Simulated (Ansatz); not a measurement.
# Pd (Fm-3m) in Ansatz: a series of runs

Runs on Pd. Level: PBE. Tasks: relaxation of cell and atoms.

Program: Ansatz 0.2.0. These are calculated values, not measurements. Logs are shortened: lines on timing, memory, paths and dates and some standing lists are left out, and cuts for length are marked.

### 1 The crystal as given

The structure is cubic, space group Fm-3m (No. 225). Conventional cell: a = 3.893 Å, b = 3.893 Å, c = 3.893 Å, α = 90.00°, β = 90.00°, γ = 90.00°. Pd (site symmetry m-3m) has 12 Pd at 2.75 Å as nearest neighbours.

### 2 Relaxation of cell and atoms, PBE

input.yaml reads:

```yaml
crystal:
  lattice:
    - [0.0, 1.9465, 1.9465]
    - [1.9465, 0.0, 1.9465]
    - [1.9465, 1.9465, 0.0]
  atoms:
    - { symbol: Pd, position: [0.0, 0.0, 0.0] }
hamiltonian:
  xc: pbe
  pseudopotentials: { kind: paw }
kpoints:
  mp_grid: { grid: [12, 12, 12] }
scf:
  occupations: { method: fermi_dirac, width: 0.05 }
output:
  forces: true
  stress: true
  eigenvalues: true
relax:
  f_tol: 0.01
  max_steps: 40
  cell: { stress_tol: 0.05 }
```

Potentials or basis: Ansatz PAW.

Launch:

```
> ansatz run input.yaml --threads 2 --pin off --max-ram 5632MiB --backend cpu --events-out ev --progress --plain --runs-dir out
```

Output:

```text
Warning: RAYON_NUM_THREADS=2 ignored (pool sized by the plan → 2); use --threads N
Engine: ansatz 0.2.0, x86_64-unknown-linux-gnu
Pseudopotentials: kind: paw
Pseudopotential: Pd, paw, valence charge 18, recommended cutoff 420 eV (normal), Pd.paw.azcp
Functional definition: PBE
  parameter kappa = 0.804
  parameter beta = 0.06672455060314922
  exchange = pbe_x(kappa = kappa, mu = beta*pi^2/3)
  correlation = pbe_c(beta = beta)
Crystal: 1 atoms, lattice volume = 14.750 Å³
Basis set: ecut = 420 eV, 283 PW (Γ), exchange–correlation on 40×40×40 points (8 copies of the dense FFT grid, shifted against one another)
Bands: 13, of which v1, the nominal top of the filled ones, is band 9 counted from 1 (8 counted from 0)
Symmetry: 48 space group operations
Space group: Fm-3m (ITA 225), of the structure as read, at distance tolerance 2.5e-5 Å
k-points: 72 of 1728
Non-local potential: Pd, projectors of the file, l = 0: 2, l = 1: 2, l = 2: 2, l = 3: 1
PAW form: soft (Blöchl's): semilocal exchange-correlation on the pseudo side does not see the compensation charge
PAW one-centre angular grid: Pd, 590 points (default); XC on 64 Gauss nodes
Initial density: superposition of atomic densities (neutral atoms: chi_scale 0, normalization atom), corrected by the library's trained network
Initial wavefunctions: pseudopotential atomic-orbital guess
Functional: x = pbe(κ = 0.804, μ = 0.2195149727645171), c = pbe(β = 0.06672455060314922)
SCF iter   1: F=—  HF=-6972.850576 eV  |F-HF|=—  |Δ(HF+E_count)|=         —  Δρ=4.39e-3  dr2=9.35e-4  ethr=1.77e-3  ⟨swp⟩=5.4  Hψ=5435  notcnv=0
preconditioner: auto → none  [metal: Δε(μ)=0.006 eV  Ē_g=14.308 eV  σ=0.050 eV  W_gap=0.03  n_scr=8 (ndim 8)  ℏωp=30.6 eV  f_vac=0.000  D(μ)=2.47/eV (n_scr^D=50)  sad-step TF]
SCF iter   2: F=—  HF=-6972.850514 eV  |F-HF|=—  |Δ(HF+E_count)|=   6.19e-5  Δρ=2.19e-3  dr2=1.51e-4  ethr=5.20e-6  ⟨swp⟩=1.2  Hψ=1537  notcnv=0
SCF iter   3: F=—  HF=-6972.850611 eV  |F-HF|=—  |Δ(HF+E_count)|=   9.70e-5  Δρ=5.76e-4  dr2=3.79e-5  ethr=8.41e-7  ⟨swp⟩=1.0  Hψ=936  notcnv=0
SCF iter   4: F=—  HF=-6972.850604 eV  |F-HF|=—  |Δ(HF+E_count)|=   6.99e-6  Δρ=9.39e-5  dr2=4.32e-7  ethr=2.11e-7  ⟨swp⟩=2.1  Hψ=1254  notcnv=0
iter 5 did not close the SCF: its close was put off for the readings that it lacked (scf_convergence_deferred on its scf_iter line)
SCF iter   5: F=-6972.850605 eV  HF=-6972.850605 eV  |F-HF|=7.73e-9  |Δ(HF+E_count)|=   3.39e-7  Δρ=2.16e-5  dr2=2.40e-8  ethr=2.40e-9  ⟨swp⟩=2.8  Hψ=1770  notcnv=0
SCF iter   6: F=-6972.850605 eV  HF=-6972.850605 eV  |F-HF|=8.87e-10  |Δ(HF+E_count)|=   5.74e-9  Δρ=6.14e-6  dr2=2.34e-9  ethr=1.33e-10  ⟨swp⟩=2.0  Hψ=2776  notcnv=0
SCF 1 converged in 6 iterations: F = -6972.850605 eV  dr2 = 2.34e-9
relax step   1: F+E_penalty+E_count = -6972.85060481 eV  Δ(F+E_penalty+E_count) = +0.000e0 eV  max|allowed force component| = 0.000e0 eV/Å  Δτ_max = 0.0000 Å  P = +6.946 GPa  Ω = 14.750 Å³  (6 SCF iters, dr2 threshold 1.00e-7 eV, accepted)
Crystal: 1 atoms, lattice volume = 15.682 Å³
[... 37 lines left out ...]
SCF iter   2: F=—  HF=-6972.862302 eV  |F-HF|=—  |Δ(HF+E_count)|=   5.79e-5  Δρ=2.07e-4  dr2=1.70e-7  ethr=3.69e-9  ⟨swp⟩=2.0  Hψ=1357  notcnv=0
SCF iter   3: F=—  HF=-6972.862322 eV  |F-HF|=—  |Δ(HF+E_count)|=   1.95e-5  Δρ=3.06e-5  dr2=9.48e-8  ethr=9.43e-10  ⟨swp⟩=2.0  Hψ=1230  notcnv=0
SCF iter   4: F=—  HF=-6972.862322 eV  |F-HF|=—  |Δ(HF+E_count)|=   9.91e-8  Δρ=5.83e-6  dr2=5.27e-10  ethr=5.27e-10  ⟨swp⟩=2.1  Hψ=1271  notcnv=0
SCF iter   5: F=—  HF=-6972.862322 eV  |F-HF|=—  |Δ(HF+E_count)|=   1.23e-8  Δρ=3.27e-7  dr2=1.55e-11  ethr=2.93e-12  ⟨swp⟩=2.6  Hψ=1690  notcnv=0
SCF iter   6: F=-6972.862322 eV  HF=-6972.862322 eV  |F-HF|=9.09e-13  |Δ(HF+E_count)|=  9.09e-13  Δρ=4.96e-8  dr2=3.73e-14  ethr=1.00e-12  ⟨swp⟩=4.8  Hψ=3313  notcnv=0
SCF 5 converged in 6 iterations: F = -6972.862322 eV  dr2 = 3.73e-14
relax step   5: F+E_penalty+E_count = -6972.86232200 eV  Δ(F+E_penalty+E_count) = -1.890e-4 eV  max|allowed force component| = 0.000e0 eV/Å  Δτ_max = 0.0000 Å  P = -0.029 GPa  Ω = 15.315 Å³  stress off target by 2.89e-2 GPa  SCF on the basis re-selected at this cell (its energy is not comparable with the rows above)  (6 SCF iters)
basis re-selected at this cell: Δ(F+E_penalty+E_count) = -1.890e-4 eV, ΔP = -0.024 GPa vs the last step (what re-selecting the basis moved, of the pressure what is left beyond the Pulay correction that the steps carried, after the strain that the cell walked since its last selection, with what the two solves' SCF thresholds leave and, on support functions, any second-order correction that the steps lacked; it is no measure of the basis error at this ecutwfc). This SCF's stress stands 2.89e-2 GPa from its target on what of the cell is left free (relax.cell.stress_tol is 5.00e-2 GPa) and its largest allowed force component is 0.00e0 eV/Å (relax.f_tol is 1.00e-2 eV/Å): within both
SCF converged after 6 iterations
Free energy (F): -6972.862322 eV
Harris-Foulkes:  -6972.862322 eV  (|F-HF|=9.09e-13)
Internal energy: -6972.841929 eV  (E = F + TS)
E sigma→0 (E₀):  -6972.852126 eV
Entropy (-TS):   -0.020393 eV (-20.393 meV/atom)
Fermi energy:    18.806982 eV
--- Per-component energies (eV) ---
  E_band       = -151.892869
  E_kinetic    = 513.080095
  E_local      = -1801.189887  (includes V_loc(G=0)·N_el)
  E_nonlocal   = 217.154219
  E_hartree    = 729.865479
  E_xc         = -168.484362
  E_vxc        = -211.364897  (∫ρ·V_xc dr)
  E_paw        = -3750.159740  (= ΣΔE_a)
  E_vpaw       = -329.303562  (= ΣTr[D̂ρ^β])
  E_aug_tail   = 0.000199  (compensation charges beyond the density's cutoff)
  E_ewald      = -2713.107934
  E_smearing   = -0.020393  (= −TS)
  E_closure    = -0.000000  (closes the sum)
  Σ components = -6972.862322   (vs F -6972.862322, Δ=0.00e0)
--- Forces (eV/Å), atoms counted from 1 ---
  atom   1  Pd     0.00000000    -0.00000000    -0.00000000
  max |Σ_I F_I| component: 6.57e-32 eV/Å
--- Stress (GPa, compression-positive) ---
       -0.028947      -0.000000      -0.000000
       -0.000000      -0.028947      -0.000000
       -0.000000      -0.000000      -0.028947
  P = ⅓ Tr σ = -0.0289 GPa (-0.289 kbar)
--- Band table (eV; the first three rows and the last of 72) ---
  k-point 0: bands = ["-65.1926", "-30.7192", "-30.7192", "-30.7192", "11.9654", "16.1496", "16.1496", "16.1496", "17.6658", "17.6658", "35.8329", "40.3432", "40.3432"]
  k-point 1: bands = ["-65.1896", "-30.7436", "-30.7227", "-30.7227", "12.2084", "16.0696", "16.2298", "16.2298", "17.6300", "17.6300", "36.0571", "38.9117", "40.6057"]
  k-point 2: bands = ["-65.1812", "-30.8100", "-30.7322", "-30.7322", "12.8685", "15.9314", "16.3923", "16.3923", "17.6074", "17.6074", "35.7325", "37.0717", "41.2865"]
  k-point 71: bands = ["-65.1317", "-30.9568", "-30.9568", "-30.8565", "14.7555", "15.6396", "15.6396", "17.5838", "19.0956", "27.5262", "27.5262", "28.8670", "30.1508"]
--- Relaxed structure (4 steps of the walk, 4 accepted, 1 SCFs on fresh bases) ---
  F+E_penalty+E_count = -6972.86232200 eV   max|allowed force component| = 0.000e0 eV/Å   (the final SCF, on the basis selected at the relaxed cell)
  cell:  # Å, volume = 15.3150 Å³
    - [3.550837392702996e-34, 1.9710426544707644, 1.9710426544707644]
    - [1.9710426544707644, 3.5508373781452315e-34, 1.9710426544707644]
    - [1.9710426544707644, 1.9710426544707644, 1.019074406579118e-34]
  atoms:
    - { symbol: Pd, position: [0.0, 0.0, 0.0] }
```

It took 3 s on 2 threads of Intel Xeon Platinum 8175M at 2.50GHz (Skylake/Cascade Lake), shared host; peak memory 0.34 GiB.

Results:

| Item | Value |
| --- | --- |
| Free energy | -6972.8623 eV |
| Relaxed volume | 15.32 Å³/atom |
| Relaxed cell | a = 2.787 Å, b = 2.787 Å, c = 2.787 Å, α = 60.00°, β = 60.00°, γ = 60.00° |
| Space group after relaxing (to 0.05 Å) | Fm-3m (No. 225) |
| Energy gained by relaxing | 11.7 meV/atom |
| Ionic steps | 5 |
| Pressure after relaxing | 0.0 GPa |
| Band gap on the k mesh | none (metal or under the smearing width) |

The path:
```csv
step,energy change (eV),largest force (eV/Å),volume (Å³)
1,0.0000,0.0000,14.75
2,-0.0070,0.0000,15.68
3,-0.0115,0.0000,15.34
4,-0.0115,0.0000,15.32
5,-0.0117,0.0000,15.32
```

Final structure:
```
Pd
1.0
     0.00000    1.97104    1.97104
     1.97104    0.00000    1.97104
     1.97104    1.97104    0.00000
Pd
1
Direct
  0.00000 0.00000 0.00000
```

Caveat: the plane-wave basis is chosen anew once the cell has moved, so the energies of steps on either side of that aren't comparable. Zero-point motion and thermal expansion aren't in these numbers.

### 3 Relaxation of cell and atoms, PBE, target pressure 2 GPa, at which the enthalpy is minimised

input.yaml, as its differences from that of step 2:

```diff
@@ -21,2 +21,2 @@
   max_steps: 40
-  cell: { stress_tol: 0.05 }
+  cell: { stress_tol: 0.05, p_target: 2.0 }
```

Potentials or basis: Ansatz PAW.

Launch:

```
> ansatz run input.yaml --threads 2 --pin off --max-ram 5632MiB --backend cpu --events-out ev --progress --plain --runs-dir out
```

Wall time 2.9 s (2 threads of Intel Xeon Platinum 8175M at 2.50GHz (Skylake/Cascade Lake), shared host); peak memory 0.34 GiB.

The run converged. Its results:

```
Free energy                                            : -6972.8613 eV
Relaxed volume                                         : 15.14 Å³/atom
Relaxed cell                                           : a = 2.777 Å, b = 2.777 Å, c = 2.777 Å, α = 60.00°, β = 60.00°, γ = 60.00°
Space group after relaxing (to 0.05 Å)                 : Fm-3m (No. 225)
Energy change on relaxing (the enthalpy is what falls) : -10.7 meV/atom
Ionic steps                                            : 5
Pressure after relaxing                                : 2.0 GPa
Band gap on the k mesh                                 : none (metal or under the smearing width)
```

The path:
```
step  energy change (eV)  largest force (eV/Å)  volume (Å³)
   1              0.0000                0.0000        14.75
   2             -0.0112                0.0000        15.41
   3             -0.0107                0.0000        15.15
   4             -0.0105                0.0000        15.14
   5             -0.0107                0.0000        15.14
```

Final structure:
```
Pd
1.0
     0.00000    1.96340    1.96340
     1.96340    0.00000    1.96340
     1.96340    1.96340    0.00000
Pd
1
Direct
  0.00000 0.00000 0.00000
```

Levels at points of the mesh, in eV from the Fermi level:
```
             k point  band 7  band 8  band 9  band 10  band 11  band 12
  (0.00, 0.00, 0.00)   -2.71   -2.71   -1.16    -1.16    17.03    21.61
 (0.00, 0.00, -0.50)   -2.75   -0.01   -0.01     1.09     7.13    16.42
(0.00, -0.50, -0.50)   -0.04    0.29    0.29     3.37    10.50    13.06
```

Caveat: the plane-wave basis is chosen anew once the cell has moved, so the energies of steps on either side of that aren't comparable.

### 4 Relaxation of cell and atoms, PBE, target pressure 5 GPa, at which the enthalpy is minimised

input.yaml, as its differences from that of step 3:

```diff
@@ -21,2 +21,2 @@
   max_steps: 40
-  cell: { stress_tol: 0.05, p_target: 2.0 }
+  cell: { stress_tol: 0.05, p_target: 5.0 }
```

Launch:

```
> ansatz run input.yaml --threads 2 --pin off --max-ram 5632MiB --backend cpu --events-out ev --progress --plain --runs-dir out
```

It took 2.4 s on 2 threads of Intel Xeon Platinum 8175M at 2.50GHz (Skylake/Cascade Lake), shared host; peak memory 0.34 GiB.

Results (log left out):

```
Free energy                                            : -6972.8561 eV
Relaxed volume                                         : 14.90 Å³/atom
Relaxed cell                                           : a = 2.762 Å, b = 2.762 Å, c = 2.762 Å, α = 60.00°, β = 60.00°, γ = 60.00°
Space group after relaxing (to 0.05 Å)                 : Fm-3m (No. 225)
Energy change on relaxing (the enthalpy is what falls) : -5.5 meV/atom
Ionic steps                                            : 4
Pressure after relaxing                                : 5.0 GPa
Band gap on the k mesh                                 : none (metal or under the smearing width)
```

The path:
```csv
step,energy change (eV),largest force (eV/Å),volume (Å³)
1,0.0000,0.0000,14.75
2,-0.0083,0.0000,15.01
3,-0.0054,0.0000,14.90
4,-0.0055,0.0000,14.90
```

Final structure:
```cif
data_structure
_symmetry_space_group_name_H-M 'P 1'
_symmetry_Int_Tables_number 1
_cell_length_a 2.7619
_cell_length_b 2.7619
_cell_length_c 2.7619
_cell_angle_alpha 60.000
_cell_angle_beta 60.000
_cell_angle_gamma 60.000
_cell_volume 14.90
loop_
_atom_site_label
_atom_site_type_symbol
_atom_site_fract_x
_atom_site_fract_y
_atom_site_fract_z
_atom_site_occupancy
Pd1 Pd 0.00000 0.00000 0.00000 1
```

Levels at points of the mesh, in eV from the Fermi level:
| k point | band 5 | band 6 | band 7 | band 8 | band 9 | band 10 | band 11 | band 12 | band 13 |
| --- | --- | --- | --- | --- | --- | --- | --- | --- | --- |
| (0.00, 0.00, 0.00) | -7.05 | -2.78 | -2.78 | -2.78 | -1.19 | -1.19 | 17.05 | 21.70 | 21.70 |
| (0.00, 0.00, -0.50) | -5.20 | -2.82 | -2.82 | -0.01 | -0.01 | 1.06 | 7.25 | 16.44 | 20.87 |
| (0.00, -0.50, -0.50) | -5.29 | -5.01 | -0.04 | 0.30 | 0.30 | 3.37 | 10.66 | 13.15 | 13.15 |

Caveat: the plane-wave basis is chosen anew once the cell has moved, so the energies of steps on either side of that aren't comparable. Zero-point motion and thermal expansion aren't in these numbers.

### 5 Relaxation of cell and atoms, PBE, target pressure 10 GPa, at which the enthalpy is minimised

input.yaml, as its differences from that of step 4:

```diff
@@ -21,2 +21,2 @@
   max_steps: 40
-  cell: { stress_tol: 0.05, p_target: 5.0 }
+  cell: { stress_tol: 0.05, p_target: 10.0 }
```

Launch:

```
> ansatz run input.yaml --threads 2 --pin off --max-ram 5632MiB --backend cpu --events-out ev --progress --plain --runs-dir out
```

It took 2.9 s on 2 threads of Intel Xeon Platinum 8175M at 2.50GHz (Skylake/Cascade Lake), shared host; peak memory 0.34 GiB.

Results (log left out):

```
Free energy                                            : -6972.8394 eV
Relaxed volume                                         : 14.54 Å³/atom
Relaxed cell                                           : a = 2.740 Å, b = 2.740 Å, c = 2.740 Å, α = 60.00°, β = 60.00°, γ = 60.00°
Space group after relaxing (to 0.05 Å)                 : Fm-3m (No. 225)
Energy change on relaxing (the enthalpy is what falls) : +11.2 meV/atom
Ionic steps                                            : 5
Pressure after relaxing                                : 10.0 GPa
Band gap on the k mesh                                 : none (metal or under the smearing width)
```

Step by step:
```
step  energy change (eV)  largest force (eV/Å)  volume (Å³)
   1              0.0000                0.0000        14.75
   2              0.0243                0.0000        14.35
   3              0.0107                0.0000        14.54
   4              0.0111                0.0000        14.54
   5              0.0112                0.0000        14.54
```

Final structure:
```
CELL_PARAMETERS angstrom
0.00000 1.93714 1.93714
1.93714 0.00000 1.93714
1.93714 1.93714 0.00000
ATOMIC_POSITIONS crystal
Pd 0.00000 0.00000 0.00000
```

Levels at points of the mesh, in eV from the Fermi level:
```
             k point  band 5  band 6  band 7  band 8  band 9  band 10  band 11  band 12  band 13
  (0.00, 0.00, 0.00)   -7.23   -2.89   -2.89   -2.89   -1.24    -1.24    17.05    21.84    21.84
 (0.00, 0.00, -0.50)   -5.39   -2.94   -2.94    0.00    0.00     1.01     7.45    16.46    21.10
(0.00, -0.50, -0.50)   -5.50   -5.21   -0.03    0.32    0.32     3.37    10.91    13.29    13.29
```

Caveat: the plane-wave basis is chosen anew once the cell has moved, so the energies of steps on either side of that aren't comparable.

[end of part 1 of 2]
